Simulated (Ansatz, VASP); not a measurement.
**Two plane-wave programs on KMgF3**

```
CELL_PARAMETERS angstrom
4.05419 0.00000 0.00000
0.00000 4.05419 0.00000
0.00000 0.00000 4.05419
ATOMIC_POSITIONS crystal
K 0.50000 0.50000 0.50000
Mg 0.00000 0.00000 0.00000
F 0.50000 0.00000 0.00000
F 0.00000 0.50000 0.00000
F 0.00000 0.00000 0.50000
```

Alike in both runs: task single point; functional PBE; k mesh 6 × 6 × 6; occupations gaussian, width 0.02 eV; no spin polarisation.

|  | VASP | Ansatz |
| --- | --- | --- |
| version | VASP 6.6.1 | Ansatz 0.2.0 |
| potentials or method | VASP PAW PBE potentials, release 64 (K_sv, Mg, F) | scalar-relativistic, plane waves, PAW |
| plane-wave cutoff (eV) | 520 | 420 |
| valence electrons in the cell | 32 | 40 |

VASP gave:

- gap on the k mesh at the Fermi level (eV): 6.93
- least direct gap on the mesh (eV): 7.25

Q: Which values does Ansatz return?

A: gap on the k mesh at the Fermi level (eV): 6.96; least direct gap on the mesh (eV): 7.28.

With one functional, cell and mesh, what is left measures potentials, basis and numerics. The two sets of potentials don't hold the same shells in valence.

A k mesh can miss the band edges.
